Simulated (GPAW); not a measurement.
Input of a GPAW 26.7.0 run:

run.py

```python
from ase.eos import EquationOfState
from ase.io import Trajectory, read
from ase.units import GPa
from gpaw import GPAW, PW, setup_paths

setup_paths.insert(0, '.')

atoms = read('Ag.cif')

traj = Trajectory('eos.traj', 'w')
volumes, energies = [], []
for x in [0.94, 0.96, 0.98, 1.0, 1.02, 1.04, 1.06]:
    a = atoms.copy()
    a.set_cell(atoms.cell * x**(1 / 3), scale_atoms=True)
    calc = GPAW(mode=PW(600),
                xc='LDA',
                kpts={'size': (11, 11, 11), 'gamma': True},
                occupations={'name': 'fermi-dirac', 'width': 0.05},
                nbands=18,
                convergence={'density': 1e-05, 'energy': 1e-05},
                maxiter=150,
                txt=f'eos-{x:.2f}.txt')
    a.calc = calc
    energies.append(a.get_potential_energy(force_consistent=True))
    volumes.append(a.get_volume())
    p = -a.get_stress()[:3].mean() / GPa
    calc.write(f'eos-{x:.2f}.gpw')
    traj.write(a)
    print(f'{x:.2f} {volumes[-1]:10.4f} A^3 {energies[-1]:14.6f} eV {p:9.3f} GPa', flush=True)

v0, e0, B = EquationOfState(volumes, energies, eos='birchmurnaghan').fit()
print(f'V0 = {v0:.4f} A^3, E0 = {e0:.6f} eV, B0 = {B / GPa:.2f} GPa')
```

File Ag.cif:

```cif
data_Ag
_cell_length_a 2.88888475
_cell_length_b 2.88888475
_cell_length_c 2.88888475
_cell_angle_alpha 60.00000000
_cell_angle_beta 60.00000000
_cell_angle_gamma 60.00000000
_space_group_name_H-M_alt 'P1'
_space_group_name_Hall 'P 1'
_space_group_IT_number 1
loop_
_space_group_symop_operation_xyz
'x,y,z'
loop_
_atom_site_label
_atom_site_type_symbol
_atom_site_symmetry_multiplicity
_atom_site_Wyckoff_symbol
_atom_site_fract_x
_atom_site_fract_y
_atom_site_fract_z
_atom_site_occupancy
Ag1 Ag 1 a 0.0000000000 0.0000000000 0.0000000000 1
```

Potentials or basis: PAW data sets generated in the run's folder for this functional, pw.

Command:

```sh
$ gpaw-setup -f LDA Ag
$ OMP_NUM_THREADS=1 python run.py
```

Question: What does it give for the bulk modulus?

Answer: 141 GPa (rough).

Question: Predict the equilibrium volume.

Answer: 15.98 Å³/atom (rough: see the caveat).

Energy against volume, from the lowest point:
```csv
volume (Å³/atom),energy (meV/atom)
16.025,0.00
16.366,3.78
16.707,12.99
17.048,26.89
17.389,44.83
17.730,66.20
18.071,90.50
```

Caveat: the minimum lies outside the volumes run.
